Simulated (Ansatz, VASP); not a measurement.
# MgO in VASP and in Ansatz

```xyz
2
Lattice="0.0000 2.0796 2.0796 2.0796 0.0000 2.0796 2.0796 2.0796 0.0000" Properties=species:S:1:pos:R:3 pbc="T T T"
Mg    0.0000    0.0000    0.0000
O     2.0796    2.0796    2.0796
```

Alike in both runs: functional LDA; k mesh 10 × 10 × 10; occupations gaussian, width 0.02 eV; no spin polarisation.

Ansatz relaxed the structure, and its values are those at the end. VASP's run is a single point on that final structure, the one shown.

|  | VASP | Ansatz |
| --- | --- | --- |
| version | VASP 6.6.1 | Ansatz 0.2.0 |
| potentials or method | VASP PAW LDA potentials, release 64 (Mg, O) | scalar-relativistic, plane waves, PAW |
| plane-wave cutoff (eV) | 520 | 420 |
| valence electrons in the cell | 8 | 16 |

VASP gave:

| Property | Result |
| --- | --- |
| gap on the k mesh at the Fermi level (eV) | 5.03 |
| least direct gap on the mesh (eV) | 5.03 |
| pressure (GPa) | -1.7 |

Problem. Which values does Ansatz return?

Solution. gap on the k mesh at the Fermi level (eV): 5.03; least direct gap on the mesh (eV): 5.03; pressure (GPa): 0.0.

The two sets of potentials don't hold the same shells in valence.
